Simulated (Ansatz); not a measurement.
**Formation energy and levels of the hydrogen on a lattice site H_Cl in NaCl (Fm-3m)**

Charge states of H_Cl in NaCl (Fm-3m), set against the band edges. Model: a cell of 54 host atoms with 1 Cl taken out and 1 H put in.

Main program and level: Ansatz 0.2.0; place-levels on HSE06 runs: charge-transition levels and formation energies with image-charge correction and potential alignment at the atomic sites; PAW set soft_1.

In doubt: a hybrid run on one k-point (in some of the runs), which bears on gaps, levels and energies.

## 1. Set-up

The cell holds 54 atoms: 27 Na, 26 Cl and 1 H. Its edges and angles: a = 11.883 Å, b = 11.883 Å, c = 11.883 Å, α = 60.0°, β = 60.0°, γ = 60.0°. It derives from NaCl (space group Fm-3m). Nearest the centre at fractional (0.500, 0.500, 0.500): H28 at 0.00 Å, Na51 at 2.80 Å, Na47 at 2.80 Å, Na35 at 2.80 Å, Na45 at 2.80 Å, Na29 at 2.80 Å, Na33 at 2.80 Å, Cl10 at 3.96 Å.

As a file:

```xyz
54
Lattice="0.0000 8.4029 8.4029 8.4029 0.0000 8.4029 8.4029 8.4029 0.0000" Properties=species:S:1:pos:R:3 pbc="T T T"
Na    0.0000    0.0000    0.0000
Cl    2.8010    2.8010    2.8010
Na    2.8010    2.8010    0.0000
Cl    5.6019    5.6019    2.8010
Na    5.6019    5.6019    0.0000
Cl    8.4029    8.4029    2.8010
Na    2.8010    0.0000    2.8010
Cl    5.6019    2.8010    5.6019
Na    5.6019    2.8010    2.8010
Cl    8.4029    5.6019    5.6019
Na    8.4029    5.6019    2.8010
Cl   11.2038    8.4029    5.6019
Na    5.6019    0.0000    5.6019
Cl    8.4029    2.8010    8.4029
Na    8.4029    2.8010    5.6019
Cl   11.2038    5.6019    8.4029
Na   11.2038    5.6019    5.6019
Cl   14.0048    8.4029    8.4029
Na    0.0000    2.8010    2.8010
Cl    2.8010    5.6019    5.6019
Na    2.8010    5.6019    2.8010
Cl    5.6019    8.4029    5.6019
Na    5.6019    8.4029    2.8010
Cl    8.4029   11.2038    5.6019
Na    2.8010    2.8010    5.6019
Cl    5.6019    5.6019    8.4029
Na    5.6019    5.6019    5.6019
H     8.4029    8.4029    8.4029
Na    8.4029    8.4029    5.6019
Cl   11.2038   11.2038    8.4029
Na    5.6019    2.8010    8.4029
Cl    8.4029    5.6019   11.2038
Na    8.4029    5.6019    8.4029
Cl   11.2038    8.4029   11.2038
Na   11.2038    8.4029    8.4029
Cl   14.0048   11.2038   11.2038
Na    0.0000    5.6019    5.6019
Cl    2.8010    8.4029    8.4029
Na    2.8010    8.4029    5.6019
Cl    5.6019   11.2038    8.4029
Na    5.6019   11.2038    5.6019
Cl    8.4029   14.0048    8.4029
Na    2.8010    5.6019    8.4029
Cl    5.6019    8.4029   11.2038
Na    5.6019    8.4029    8.4029
Cl    8.4029   11.2038   11.2038
Na    8.4029   11.2038    8.4029
Cl   11.2038   14.0048   11.2038
Na    5.6019    5.6019   11.2038
Cl    8.4029    8.4029   14.0048
Na    8.4029    8.4029   11.2038
Cl   11.2038   11.2038   14.0048
Na   11.2038   11.2038   11.2038
Cl   14.0048   14.0048   14.0048
```

Screening for the image-charge correction: ε∞ = 2.56, ε0 = 6.02, from a response run on this crystal (DFPT, PBEsol) at that run's own cell.

The cell's shortest repeat is 11.9 Å.

## 2. The runs of each charge state

A transition level is the Fermi level at which two charge states cost the same, so each charge needs its own total energy, at its own relaxed structure.

Random displacements of about 0.05 Å break the site symmetry at the start, so that the relaxation can reach a distorted minimum if there is one. Forces are taken at one point at (¼, ¼, ¼). The cell holds 1 electron more than the neutral one, with a uniform background that keeps it neutral on the whole. The electron count is odd, so at least one spin is unpaired; this run locks the moment at 1 μB.

One of the inputs; charge, spin and start change from state to state.

Input file qm1_M1.relax/input.yaml:

```yaml
crystal:
  lattice:
    - [0.0, 2.80096063, 2.80096063]
    - [2.80096063, 0.0, 2.80096063]
    - [2.80096063, 2.80096063, 0.0]
  atoms:
    - { symbol: Na, position: [0.0, 0.0, 0.0] }
    - { symbol: Cl, position: [0.5, 0.5, 0.5] }
  supercell: [3, 3, 3]
  defects: [{ substitution: { at: 27, symbol: H } }]
total_charge: -1
basis:
  ecutwfc: 420
  xc_grid: 2
hamiltonian:
  xc: pbesol
  pseudopotentials: { kind: paw, azcp: { folder: soft_1 }, xc_functional: pbe }
kpoints:
  mp_grid: { grid: [1, 1, 1], shift: [0.25, 0.25, 0.25] }
magnetization:
  spin_polarized: true
  initial_magnetization: 1
  spin_locking: { lock_magnetization: hard }
scf:
  occupations: { method: fixed }
  max_iter: 60
output:
  forces: true
  charged_corrections:
    epsilon: 2.56
    static_epsilon: 6.02
    defect_position: [0.5, 0.5, 0.5]
relax:
  f_tol: 0.02
  max_steps: 60
  random_displacement: { amplitude: 0.05, seed: 4404 }
checkpoint:
  write: "../qm1_M1.relax.run"
  compress: false
  write_wavefunctions: true
  write_every: 100000
```

On the command line:

```bash
$ ansatz run input.yaml --threads 4 --pin off --max-ram 14131MiB --backend cpu --events-out ev --progress --plain --runs-dir out
```

Exact exchange opens the gap and lessens the self-interaction that spreads bound carriers; this run is a single point that starts from the saved hybrid relaxation.

The run of this state that the levels use, under HSE06:

Input file qm1_M1.hybq/input.yaml:

```yaml
crystal:
  checkpoint: "../qm1_M1.hrelax.run"
  host: checkpoint
total_charge: -1
basis:
  ecutwfc: 420
  xc_grid: 2
hamiltonian:
  xc: hse06
  pseudopotentials: { kind: paw, azcp: { folder: soft_1 } }
kpoints:
  mp_grid: { grid: [1, 1, 1], shift: [0.25, 0.25, 0.25] }
magnetization:
  spin_polarized: true
  initial_magnetization: 1
  spin_locking: { lock_magnetization: hard }
scf:
  occupations: { method: fixed }
  max_iter: 60
output:
  forces: true
  charged_corrections:
    epsilon: 2.56
    static_epsilon: 6.02
    defect_position: [0.5, 0.5, 0.5]
  eigenvalues: true
  eigenstates: { localisation: true }
  populations: true
  efg: {}
  write_density: true
  write_potential: true
  volumetric_format: npy
checkpoint:
  read: "../qm1_M1.hrelax.run"
  write: "../qm1_M1.hybq.run"
  compress: false
  write_wavefunctions: false
  write_every: 100000
```

Relaxations under PBEsol at one point at (¼, ¼, ¼); times on 4 threads of Arm Neoverse V2, shared host:

| charge | moment (μB) | occupations | outcome | steps | largest displacement against the far atoms (Å) | time |
| --- | --- | --- | --- | --- | --- | --- |
| −1 | 1 | fixed | converged | 4 | 0.13 | 89 s |
| 0 | 0 | fixed | converged | 4 | 0.12 | 44 s |
| +1 | 1 | fixed | converged | 5 | 0.23 | 1.8 min |

Relaxations under HSE06 at the zone centre alone; times on 4 threads of Arm Neoverse V2, shared host:

| charge | moment (μB) | occupations | outcome | steps | largest displacement against the far atoms (Å) | time |
| --- | --- | --- | --- | --- | --- | --- |
| −1 | 1 | fixed | converged | 1 | 0.13 | 2.7 min |
| 0 | 0 | fixed | converged | 1 | 0.12 | 74 s |
| +1 | 1 | fixed | converged | 1 | 0.23 | 2.8 min |

Single points under HSE06 at one point at (¼, ¼, ¼); times on 4 threads of Arm Neoverse V2, shared host:

| charge | moment (μB) | occupations | outcome | time |
| --- | --- | --- | --- | --- |
| −1 | 1 | fixed | converged | 11 min |
| 0 | 0 | fixed | converged | 3.7 min |
| +1 | 1 | fixed | converged | 9.1 min |

Distances (Å) from H28 to the nearest atoms after relaxation with PBEsol:

| charge | moment (μB) | 1. | 2. | 3. | 4. | 5. | 6. |
| --- | --- | --- | --- | --- | --- | --- | --- |
| −1 | 1 | Na 2.66 | Na 2.66 | Na 2.68 | Na 2.69 | Na 2.69 | Na 2.70 |
| 0 | 0 | Na 2.68 | Na 2.68 | Na 2.68 | Na 2.69 | Na 2.69 | Na 2.69 |
| +1 | 1 | Na 3.01 | Na 3.01 | Na 3.01 | Na 3.05 | Na 3.05 | Na 3.06 |

## 3. place-levels, HSE06

A charged cell interacts with its images and the background, and its potential has another zero than the host's. place-levels removes the first by a point-charge model, screened by the static dielectric constant since the ions have relaxed around the charge, and the second by comparing potentials at atoms far from the defect.

The host is a run of the defect-free crystal in the same cutoffs, grids and k-points, so that basis and sampling errors cancel in part in the differences. Its band edges come from a run of the primitive cell that searches the zone for them. Chemical potentials are energies per atom of Cl (Cl2 molecule) and H (H2 molecule), run with the same functional and cutoff.

Input file levels.hybq.yaml:

```yaml
host:
  run: host.hybq.run
  levels_from: { run: edges.hybq.run }
states: [qm1_M1.hybq.run, q0.hybq.run, qp1_M1.hybq.run]
geometry_from:
  qm1_M1.hybq.run: qm1_M1.hrelax.run
  q0.hybq.run: q0.hrelax.run
  qp1_M1.hybq.run: qp1_M1.hrelax.run
chemical_potentials:
  Cl:
    energy: -1080.061847
    dataset: "<sha256 of the dataset>"
  H:
    energy: -15.897342
    dataset: "<sha256 of the dataset>"
```

On the command line:

```bash
$ ansatz place-levels levels.hybq.yaml -- --threads 4 --pin off --max-ram 14131MiB
```

Numbers of over 12 decimals in the logs are rounded to 6 here.

Log:

```text
[... repeated set-up lines and file paths are left out, and long positions are rounded to six places ...]
(+1/0) 1.824 eV above the valence edge, 4.741 eV under the conduction edge
(0/-1) 6.602 eV above the valence edge (+6.977 eV without the band-filling correction), in the conduction band
formation energy of charge +1: +1.808 eV with the Fermi level at the valence edge
formation energy of charge 0: +3.631 eV with the Fermi level at the valence edge
formation energy of charge -1: +10.234 eV with the Fermi level at the valence edge
  edges by hse06 of host.levels_from (edges.hybq.run), its mesh sampled to repeats of 23.77 Å (the valence edge +0.018 eV and the conduction edge -0.252 eV from those of the host's own run), gap 6.565 eV; the host is sampled to repeats of 11.88 Å
  the defect's cells are sampled to repeats of 11.88 Å, the host, or the run of its edges, is sampled otherwise than the defect (k-points, exchange mesh or basis.xc_grid), which stays in the figures (where the exchange mesh of a hybrid of a quarter of exact [...]
  charge +1: -68337.4642 eV with its correction of +0.175 eV, at epsilon 6.02, aligned at sites: -0.1512 eV, mean over 21 atomic sites at or beyond 5.94 Å from the defect at [0.5000, 0.5000, 0.5000], with +0.000000 for the charge's moments and without [...]
  charge 0: +0.000 eV for its dipole among its images, +0.000 omitted
  charge -1: -68328.2473 eV with its correction of +0.368 eV, at epsilon 6.02, aligned at sites: -0.0421 eV, mean over 21 atomic sites at or beyond 5.94 Å from the defect at [0.5000, 0.5000, 0.5000], with -0.000000 for the charge's moments and without [...]
  of the host: (host) the levels' run: its band edges are its mesh's, and a band can turn off it. A run with kpoints.band_path: { path: [VBM, CBM], npoints: 1 } finds the zone's
  of states[2] (qp1_M1.hybq.run): its energy less the host's errs by more the larger the cell: their exchange is not summed between the same points (point_sum); [...]
  of states[1] (q0.hybq.run): its energy less the host's errs by more the larger the cell: their exchange is not summed between the same points (point_sum); [...]
  of states[0] (qm1_M1.hybq.run): its energy less the host's errs by more the larger the cell: their exchange is not summed between the same points (point_sum); [...]
```

Run time: 0.19 s. Hardware: 4 threads of Arm Neoverse V2, shared host.

Levels between the charges placed, in eV above the valence top:

|  | gap (eV) | (+1/0) | (0/−1) |
| --- | --- | --- | --- |
| HSE06 | 6.57 | 1.82 | 6.60 |

Corrections by state:

| charge | moment (μB) | image terms and alignment (eV) | band filling (eV) | ε used | over the lowest of its charge, as the program ranks them, band filling apart (eV) |
| --- | --- | --- | --- | --- | --- |
| +1 | 1.0 | 0.175 | - | 6.02 | 0.000 |
| 0 | 0.0 | 0.000 | - | - | 0.000 |
| −1 | 1.0 | 0.368 | -0.375 | 6.02 | 0.000 |

From the program's caveats on the states, each cut to its opening words:

- charge +1 (1 μB), 0, −1 (1 μB): its energy less the host's errs by more the larger the cell: their exchange is not summed between the same points
- charge +1 (1 μB), −1 (1 μB): how wide its charge is, is not read beside other atoms or cores, and a band state would take no correction
- charge +1 (1 μB), 0, −1 (1 μB): its alignment with the host at atomic sites is doubtful: the cell is too small to show whether the defect's potential has decayed: take a larger one
- charge +1 (1 μB), −1 (1 μB): flagged: stability check not made
- charge −1 (1 μB): a band-filling correction moves a carrier to the host's band edge, which changes its energy by -0.375 eV
- charge −1 (1 μB): flagged: gap may close across zone

Chemical potentials of the elements' reference phases, run alike. Formation energy by charge state (elemental references; gap 6.57 eV):

| charge | at valence top (eV) | at conduction bottom (eV) | correction included (eV) |
| --- | --- | --- | --- |
| +1 | 1.81 | 8.37 | 0.18 |
| 0 | 3.63 | 3.63 | 0.00 |
| −1 | 10.23 | 3.67 | -0.01 |

| Fermi level (eV) | lowest formation energy (eV) |
| --- | --- |
| 0.00 | 1.81 |
| 0.60 | 2.40 |
| 1.19 | 3.00 |
| 1.79 | 3.60 |
| 2.39 | 3.63 |
| 2.98 | 3.63 |
| 3.58 | 3.63 |
| 4.18 | 3.63 |
| 4.78 | 3.63 |
| 5.37 | 3.63 |
| 5.97 | 3.63 |
| 6.57 | 3.63 |

Transition levels lie at 1.82 eV (+1/0) above the valence top.

## 4. Outcome

| Quantity | Value |
| --- | --- |
| gap of the host | 6.57 eV (HSE06) |
| level (plus 1/0) | 1.82 eV above the valence top |
| level (0/minus 1) | 6.60 eV above the valence top, past the conduction bottom (6.98 eV above the valence top without the band-filling term) |
| lowest of the charges placed, just above the valence top (0.02 eV) | +1 |
| lowest of the charges placed, just below the conduction bottom (0.02 eV) | 0 |
| lowest formation energy at mid-gap of the charges run, elemental references | 3.63 eV |

In words: Of the charges placed (−1, 0 and +1), the lowest changes at 1.82 eV (+1/0) above the valence top, in a gap of 6.57 eV. Charges above +1 were not placed, so these runs say nothing of levels that involve them. States placed: +1 at 1 μB; 0 at 0 μB; −1 at 1 μB. Other spin states or structures, where not listed, weren't placed. The program finds carriers beyond a band edge of the host and adds a band-filling term at charge −1 (-0.38 eV); steps to such a charge show no bound level, and a defect level inside a band would be read the same way. H is taken at its element; compounds, which aren't counted here, bound the chemical potentials and would shift these formation energies. The host's edges are those of its k-mesh, which holds the zone centre of the supercell; an edge off that mesh would narrow the gap. The band edges come from a mesh of the unit cell, which would miss an edge between its points. The program doubts the alignment of potentials for at least one state, a sign that the cell is small. Limits: one k-point off the zone centre stands for the whole zone; where a gas molecule sets a chemical potential or the host's formation energy, its binding is uncorrected.

[Logs are printed without paths, hosts, clocks, repeated set-up lines and the standing remarks that a program may print on its own settings, such as how far it seeks lower states.]

[Hosts, paths, dates, database ids (printed as entryN), source tags and the programs' standing remarks are cut or masked in the printed files.]

[Where a table of states has a column of steps, it counts the stored structures, which are thinned; the runs took as many ionic steps or more.]

[A defect's name tells the site on which it was built; relaxed atoms can leave that site.]

[For some hosts the program warned that the k-mesh of the response run may be too coarse for force constants and the static dielectric constant; such warnings are not shown here.]
